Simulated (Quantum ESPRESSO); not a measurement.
# Sn (Fd-3m) in Quantum ESPRESSO: settings compared, part 2 of 2

Quantum ESPRESSO 7.5.

### Step 3. Equation of state, OLYP+D4

File run.py:

```python
import numpy as np
from ase.calculators.espresso import Espresso, EspressoProfile
from ase import Atoms

atoms = Atoms(['Sn', 'Sn'],
              cell=[[0.0, 3.2333428, 3.2333428], [3.2333428, 0.0, 3.2333428], [3.2333428, 3.2333428, 0.0]],
              scaled_positions=[[0.75, 0.75, 0.75], [0.5, 0.5, 0.5]],
              pbc=True)

input_data = {
    'control': {'calculation': 'scf', 'prefix': 'pwscf', 'outdir': './tmp', 'tprnfor': True, 'tstress': True, 'disk_io': 'nowf'},
    'system': {'ecutwfc': 72.0, 'nbnd': 21, 'input_dft': 'XC-000I-000I-110L-131L-000I-000I', 'occupations': 'smearing', 'smearing': 'fd', 'degauss': 0.00367493},
    'electrons': {'conv_thr': 4e-10, 'electron_maxstep': 120, 'mixing_beta': 0.5},
}
pseudopotentials = {'Sn': 'Sn.upf'}
profile = EspressoProfile(command='pw.x', pseudo_dir='pseudo')
dft = Espresso(profile=profile, input_data=input_data, pseudopotentials=pseudopotentials, kpts=(7, 7, 7), koffset=(0, 0, 0))
from ase.calculators.mixing import SumCalculator
from dftd4.ase import DFTD4
d4 = DFTD4(method='olyp')
atoms.calc = SumCalculator([dft, d4])

from ase.eos import EquationOfState
from ase.units import GPa
cell, v, e = atoms.cell.copy(), [], []
for x in [0.94, 0.96, 0.98, 1.0, 1.02, 1.04, 1.06]:
    atoms.set_cell(cell * x ** (1 / 3), scale_atoms=True)
    v.append(atoms.get_volume() / len(atoms))
    e.append(atoms.get_potential_energy() / len(atoms))
    print(f'V {v[-1]:.6f} A^3/atom  E {e[-1]:.8f} eV/atom')
v0, e0, b0 = EquationOfState(v, e, eos='birchmurnaghan').fit()
print(f'V0 {v0:.5f} A^3/atom  E0 {e0:.6f} eV/atom  B0 {b0 / GPa:.2f} GPa')
```

Potentials or basis: PseudoDojo 0.4.1 SR PBE standard.

Run with:

```
OMP_NUM_THREADS=1 python run.py
```

Standard output:

```text
V 31.774821 A^3/atom  E -2154.23645715 eV/atom
V 32.450881 A^3/atom  E -2154.25352916 eV/atom
V 33.126941 A^3/atom  E -2154.26551732 eV/atom
V 33.803001 A^3/atom  E -2154.27299478 eV/atom
V 34.479061 A^3/atom  E -2154.27648515 eV/atom
V 35.155121 A^3/atom  E -2154.27638342 eV/atom
V 35.831181 A^3/atom  E -2154.27315022 eV/atom
V0 34.79708 A^3/atom  E0 -2154.276853 eV/atom  B0 41.00 GPa
```

espresso.pwi:

```text
&CONTROL
   calculation      = 'scf'
   tstress          = .true.
   tprnfor          = .true.
   outdir           = './tmp'
   prefix           = 'pwscf'
   disk_io          = 'nowf'
   pseudo_dir       = 'pseudo'
/
&SYSTEM
   nbnd             = 21
   ecutwfc          = 72.0
   occupations      = 'smearing'
   degauss          = 0.00367493
   smearing         = 'fd'
   input_dft        = 'XC-000I-000I-110L-131L-000I-000I'
   ntyp             = 1
   nat              = 2
   ibrav            = 0
/
&ELECTRONS
   electron_maxstep = 120
   conv_thr         = 4e-10
   mixing_beta      = 0.5
/
&IONS
/
&CELL
/
&FCP
/
&RISM
/
ATOMIC_SPECIES
Sn 118.71 Sn.upf

K_POINTS automatic
7 7 7  0 0 0

CELL_PARAMETERS angstrom
0.00000000000000 3.29675777816655 3.29675777816655
3.29675777816655 0.00000000000000 3.29675777816655
3.29675777816655 3.29675777816655 0.00000000000000

ATOMIC_POSITIONS angstrom
Sn 4.9451366672 4.9451366672 4.9451366672  
Sn 3.2967577782 3.2967577782 3.2967577782
```

espresso.pwo:

```text
This program is part of the open-source Quantum ESPRESSO suite
     for quantum simulation of materials; please cite
         "P. Giannozzi et al., J. Phys.:Condens. Matter 21 395502 (2009);
         "P. Giannozzi et al., J. Phys.:Condens. Matter 29 465901 (2017);
         "P. Giannozzi et al., J. Chem. Phys. 152 154105 (2020);
     in publications or presentations arising from this work. More details at

Warning: card &CELL ignored
Warning: card &FCP ignored
Warning: card &RISM ignored

     IMPORTANT: XC functional enforced from input :
     Exchange-correlation= XC-000I-000I-110L-131L-000I-000I
                           (   0   0 110 131   0   0   0)
     Any further DFT definition will be discarded
     Please, verify this is what you really want

     Message from routine setup:
     using ibrav=0 with symmetry is DISCOURAGED, use correct ibrav instead

     G-vector sticks info
     --------------------
     sticks:   dense  smooth     PW     G-vecs:    dense   smooth      PW
     Sum        1531    1531    439                39957    39957    6183

     Using Slab Decomposition

     bravais-lattice index     =            0
     lattice parameter (alat)  =       8.8105  a.u.
     unit-cell volume          =     483.6016 (a.u.)^3
     number of atoms/cell      =            2
     number of atomic types    =            1
     number of electrons       =        28.00
     number of Kohn-Sham states=           21
     kinetic-energy cutoff     =      72.0000  Ry
     charge density cutoff     =     288.0000  Ry
     scf convergence threshold =      4.0E-10
[... 94 lines left out ...]
     estimated scf accuracy    <       0.02595727 Ry
[... 50 lines left out ...]
     iteration #  9     ecut=    72.00 Ry     beta= 0.50
     Davidson diagonalization with overlap
     ethr =  1.63E-12,  avg # of iterations =  2.9

     End of self-consistent calculation

          k = 0.0000 0.0000 0.0000 (  5029 PWs)   bands (ev):

   -14.2094 -14.2094 -14.2094 -14.1608 -14.1608 -13.8953 -13.8953 -13.8953
   -13.8949 -13.8949  -2.4780   6.9140   7.8122   7.8122   7.8122   9.9454
     9.9454   9.9454  13.6226  15.5616  15.5617

          k = 0.1010 0.1010-0.1010 (  4984 PWs)   bands (ev):
[... 85 lines left out ...]
   -14.2637 -14.2539 -14.1364 -14.1090 -14.0307 -14.0231 -13.9810 -13.9549
   -13.8318 -13.8222   0.3108   0.5856   5.0573   5.5781   9.0044   9.8480
    14.3946  14.5365  15.8342  16.8511  17.9854

          k = 0.4041 0.2020 0.0000 (  4989 PWs)   bands (ev):

   -14.2497 -14.2481 -14.1753 -14.1078 -14.0711 -14.0092 -13.9491 -13.9203
   -13.8418 -13.8404  -1.2952   2.6724   5.4502   6.3264   9.9635  10.0822
    11.8862  12.7638  14.7888  16.4602  16.8168

          k =-0.2020-0.4041 0.6061 (  5002 PWs)   bands (ev):
[... 13 lines left out ...]
   -14.2716 -14.2610 -14.1178 -14.0609 -14.0480 -14.0207 -14.0163 -13.9709
   -13.8252 -13.8147   0.0490   0.9094   4.7452   5.4576  10.1075  11.6433
    12.4489  12.5057  15.4851  16.4640  18.2568

     the Fermi energy is     7.7869 ev

!    total energy              =    -316.58138088 Ry
     estimated scf accuracy    <          7.5E-11 Ry
     smearing contrib. (-TS)   =      -0.00011304 Ry
     internal energy E=F+TS    =    -316.58126784 Ry

     The total energy is F=E-TS. E is the sum of the following terms:
     one-electron contribution =    -147.25364650 Ry
     hartree contribution      =      89.83885001 Ry
     xc contribution           =     -89.69333820 Ry
     ewald contribution        =    -169.47313314 Ry

     convergence has been achieved in   9 iterations

     Forces acting on atoms (cartesian axes, Ry/au):

     atom    1 type  1   force =     0.00000000    0.00000000    0.00000000
     atom    2 type  1   force =    -0.00000000   -0.00000000   -0.00000000

     Total force =     0.000000     Total SCF correction =     0.000000

     Computing stress (Cartesian axis) and pressure

          total   stress  (Ry/bohr**3)                   (kbar)     P=       19.58
   0.00013312   0.00000000  -0.00000000           19.58        0.00       -0.00
   0.00000000   0.00013312  -0.00000000            0.00       19.58       -0.00
  -0.00000000  -0.00000000   0.00013312           -0.00       -0.00       19.58

=------------------------------------------------------------------------------=
   JOB DONE.
=------------------------------------------------------------------------------=
```

Run time: 3.4 min. Hardware: 1 thread of Arm Neoverse V2, shared host; peak memory 0.1 GiB.

What came out:

```
Equilibrium volume                      : 34.80 Å³/atom
Bulk modulus                            : 41 GPa
Pressure derivative of the bulk modulus : 5.1
```

Energy against volume, from the lowest point:
```
volume (Å³/atom)  energy (meV/atom)
          31.775              40.03
          32.451              22.96
          33.127              10.97
          33.803               3.49
          34.479               0.00
          35.155               0.10
          35.831               3.33
```

Caveat: the potentials were made for another functional, which shifts forces and pressure. Zero-point motion and thermal expansion aren't in these numbers.

### Step 4. Equation of state, PW86PBE+D4

run.py: that of step 3 with these lines changed.

```diff
@@ -2,8 +2,9 @@
 from ase.calculators.espresso import Espresso, EspressoProfile
+import spglib
 from ase import Atoms
+from ase.io import read
 
-atoms = Atoms(['Sn', 'Sn'],
-              cell=[[0.0, 3.2333428, 3.2333428], [3.2333428, 0.0, 3.2333428], [3.2333428, 3.2333428, 0.0]],
-              scaled_positions=[[0.75, 0.75, 0.75], [0.5, 0.5, 0.5]],
-              pbc=True)
+atoms = read('Sn.cif')
+cell, pos, num = spglib.standardize_cell((atoms.cell[:], atoms.get_scaled_positions(), atoms.numbers), to_primitive=True, symprec=1e-4)
+atoms = Atoms(numbers=num, cell=cell, scaled_positions=pos, pbc=True)
 
@@ -11,3 +12,3 @@
     'control': {'calculation': 'scf', 'prefix': 'pwscf', 'outdir': './tmp', 'tprnfor': True, 'tstress': True, 'disk_io': 'nowf'},
-    'system': {'ecutwfc': 72.0, 'nbnd': 21, 'input_dft': 'XC-000I-000I-110L-131L-000I-000I', 'occupations': 'smearing', 'smearing': 'fd', 'degauss': 0.00367493},
+    'system': {'ecutwfc': 72.0, 'nbnd': 21, 'input_dft': 'pw86pbe', 'occupations': 'smearing', 'smearing': 'fd', 'degauss': 0.00367493},
     'electrons': {'conv_thr': 4e-10, 'electron_maxstep': 120, 'mixing_beta': 0.5},
@@ -19,3 +20,3 @@
 from dftd4.ase import DFTD4
-d4 = DFTD4(method='olyp')
+d4 = DFTD4(method='pw86pbe')
 atoms.calc = SumCalculator([dft, d4])
```

File Sn.cif:

```cif
data_Sn
_cell_length_a 6.46668560
_cell_length_b 6.46668560
_cell_length_c 6.46668560
_cell_angle_alpha 90.00000000
_cell_angle_beta 90.00000000
_cell_angle_gamma 90.00000000
_space_group_name_H-M_alt 'Fd-3m'
_space_group_name_Hall 'F 4d 2 3 -1d'
_space_group_IT_number 227
loop_
_space_group_symop_operation_xyz
'x,y,z'
'-y+1/4,x+1/4,z+1/4'
'-x,-y+1/2,z+1/2'
'y+3/4,-x+1/4,z+3/4'
'x,-y,-z'
'-y+1/4,-x+3/4,-z+3/4'
'-x,y+1/2,-z+1/2'
'y+3/4,x+3/4,-z+1/4'
'z,x,y'
'z+1/4,-y+1/4,x+1/4'
'z+1/2,-x,-y+1/2'
'z+3/4,y+3/4,-x+1/4'
'-z,x,-y'
'-z+3/4,-y+1/4,-x+3/4'
'-z+1/2,-x,y+1/2'
'-z+1/4,y+3/4,x+3/4'
'y,z,x'
'x+1/4,z+1/4,-y+1/4'
'-y+1/2,z+1/2,-x'
'-x+1/4,z+3/4,y+3/4'
'-y,-z,x'
'-x+3/4,-z+3/4,-y+1/4'
'y+1/2,-z+1/2,-x'
'x+3/4,-z+1/4,y+3/4'
'-x+1/4,-y+1/4,-z+1/4'
'y,-x,-z'
'x+1/4,y+3/4,-z+3/4'
'-y+1/2,x,-z+1/2'
'-x+1/4,y+1/4,z+1/4'
'y,x+1/2,z+1/2'
'x+1/4,-y+3/4,z+3/4'
'-y+1/2,-x+1/2,z'
'-z+1/4,-x+1/4,-y+1/4'
'-z,y,-x'
'-z+3/4,x+1/4,y+3/4'
'-z+1/2,-y+1/2,x'
'z+1/4,-x+1/4,y+1/4'
'z+1/2,y,x+1/2'
'z+3/4,x+1/4,-y+3/4'
'z,-y+1/2,-x+1/2'
'-y+1/4,-z+1/4,-x+1/4'
[... 89 lines left out ...]
'-z+1/4,x+1/4,y+1/4'
'-z,-y+1/2,x+1/2'
'z+3/4,-x+1/4,y+3/4'
'z,y,x'
'z+1/4,x+1/4,-y+1/4'
'z+1/2,-y+1/2,-x'
'-y+3/4,-z+1/4,-x+3/4'
'-x+1/2,-z,y+1/2'
'y+1/4,-z+3/4,x+3/4'
'x+1/2,-z+1/2,-y'
'y+3/4,z+1/4,-x+3/4'
'x,z+1/2,y+1/2'
'-y+1/4,z+3/4,x+3/4'
'-x,z,-y'
'x+1/2,y+1/2,z'
'-y+3/4,x+3/4,z+1/4'
'-x+1/2,-y,z+1/2'
'y+1/4,-x+3/4,z+3/4'
'x+1/2,-y+1/2,-z'
'-y+3/4,-x+1/4,-z+3/4'
'-x+1/2,y,-z+1/2'
'y+1/4,x+1/4,-z+1/4'
'z+1/2,x+1/2,y'
'z+3/4,-y+3/4,x+1/4'
'z,-x+1/2,-y+1/2'
'z+1/4,y+1/4,-x+1/4'
'-z+1/2,x+1/2,-y'
'-z+1/4,-y+3/4,-x+3/4'
'-z,-x+1/2,y+1/2'
'-z+3/4,y+1/4,x+3/4'
'y+1/2,z+1/2,x'
'x+3/4,z+3/4,-y+1/4'
'-y,z,-x'
'-x+3/4,z+1/4,y+3/4'
'-y+1/2,-z+1/2,x'
'-x+1/4,-z+1/4,-y+1/4'
'y,-z,-x'
'x+1/4,-z+3/4,y+3/4'
'-x+3/4,-y+3/4,-z+1/4'
'y+1/2,-x+1/2,-z'
'x+3/4,y+1/4,-z+3/4'
'-y,x+1/2,-z+1/2'
'-x+3/4,y+3/4,z+1/4'
'y+1/2,x,z+1/2'
'x+3/4,-y+1/4,z+3/4'
'-y,-x,z'
'-z+3/4,-x+3/4,-y+1/4'
'-z+1/2,y+1/2,-x'
'-z+1/4,x+3/4,y+3/4'
'-z,-y,x'
'z+3/4,-x+3/4,y+1/4'
'z,y+1/2,x+1/2'
'z+1/4,x+3/4,-y+3/4'
'z+1/2,-y,-x+1/2'
'-y+3/4,-z+3/4,-x+1/4'
'-x+1/2,-z+1/2,y'
'y+1/4,-z+1/4,x+1/4'
'x+1/2,-z,-y+1/2'
'y+3/4,z+3/4,-x+1/4'
'x,z,y'
'-y+1/4,z+1/4,x+1/4'
'-x,z+1/2,-y+1/2'
loop_
_atom_site_label
_atom_site_type_symbol
_atom_site_symmetry_multiplicity
_atom_site_Wyckoff_symbol
_atom_site_fract_x
_atom_site_fract_y
_atom_site_fract_z
_atom_site_occupancy
Sn1 Sn 8 a 0.2500000000 0.2500000000 0.2500000000 1
```

Run with:

```
OMP_NUM_THREADS=1 python run.py
```

Run time: 2.8 min. Hardware: 1 thread of Arm Neoverse V2, shared host; peak memory 0.09 GiB.

Results (log left out):

| Quantity | Value |
| --- | --- |
| Equilibrium volume | 37.00 Å³/atom (rough: see the caveat) |
| Bulk modulus | 35 GPa (rough) |

Energy against volume, from the lowest point:
| volume (Å³/atom) | energy (meV/atom) |
| --- | --- |
| 31.775 | 106.17 |
| 32.451 | 75.95 |
| 33.127 | 51.49 |
| 33.803 | 32.19 |
| 34.479 | 17.47 |
| 35.155 | 6.91 |
| 35.831 | 0.00 |

Caveat: the potentials were made for another functional, which shifts forces and pressure; the minimum lies outside the volumes run.

### Step 5. Overview

| level | V0 of scaled cells (Å³/atom) | B0 (GPa) |
| --- | --- | --- |
| BP86+D4 | 34.70 | 43 |
| OLYP+D4 | 34.80 | 41 |
| PW86PBE+D4 | - | - |

Alike in all rows: task equation of state; potentials or basis PseudoDojo 0.4.1 SR PBE standard; no spin polarisation; cell as given; k mesh 7 × 7 × 7; cutoff (eV) 980; smearing fermi-dirac 0.05 eV.

Caveats: the potentials were made for another functional, which shifts forces and pressure; the minimum lies outside the volumes run (some runs).

Absolute energies hang on the potentials; compare differences alone.
